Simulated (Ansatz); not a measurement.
# Ag2Cl3: the cost of one run

Computed with Ansatz 0.2.0 (DFT PBE, scalar-relativistic, plane waves, PAW, unless a step's input says otherwise).

1 further run of the same task is left out (set aside as unsound or not needed).

### Step 1. The starting structure

The structure is trigonal, space group P-3m1 (No. 164). Conventional cell: a = 4.385 Å, b = 4.385 Å, c = 6.822 Å, α = 90.00°, β = 90.00°, γ = 120.00°. Ag (site symmetry 3m) is surrounded by 7 Cl at 2.64 to 3.03 Å. Around Cl (site symmetry -3m) lie 6 Ag at 3.03 Å. Cl (site symmetry 3m) is surrounded by 4 Ag at 2.64 to 2.73 Å.

As a file:

```
CELL_PARAMETERS angstrom
4.38451 0.00000 0.00000
-2.19226 3.79710 0.00000
0.00000 0.00000 6.82159
ATOMIC_POSITIONS crystal
Ag 0.33333 0.66667 0.24500
Ag 0.66667 0.33333 0.75500
Cl 0.00000 0.00000 0.00000
Cl 0.33333 0.66667 0.64500
Cl 0.66667 0.33333 0.35500
```

(A quick probe on a coarse mesh, which set the mesh and smearing, is not shown.)

### Step 3. A loose first relaxation

Input file input.yaml:

```yaml
crystal:
  lattice:
    - [4.3845124857, 0.0, 0.0]
    - [-2.1922562428, 3.7970991958, 0.0]
    - [0.0, 0.0, 6.8215892226]
  atoms:
    - { symbol: Ag, position: [0.3333333333, 0.6666666667, 0.245] }
    - { symbol: Ag, position: [0.6666666667, 0.3333333333, 0.755] }
    - { symbol: Cl, position: [0.0, 0.0, 0.0] }
    - { symbol: Cl, position: [0.3333333333, 0.6666666667, 0.645] }
    - { symbol: Cl, position: [0.6666666667, 0.3333333333, 0.355] }
basis:
  ecutwfc: 420
kpoints:
  mp_grid: { grid: [6, 6, 4] }
hamiltonian:
  xc: pbe
scf:
  occupations: { method: gaussian, width: 0.1 }
  lower_state_search: "off"
output:
  forces: true
  stress: true
  eigenvalues: true
relax:
  adjacent_minimum: "off"
  f_tol: 0.04
  max_steps: 70
  cell: { stress_tol: 0.4 }
```

Command:

```console
> ansatz run input.yaml --threads 1 --pin off --max-ram 2560MiB --backend cpu --events-out ev --progress --plain --runs-dir out
```

What time and memory should one allow on 1 thread of Intel Xeon 6975P-C (Granite Rapids), shared host?

About 81 s, with a peak of 0.44 GiB.
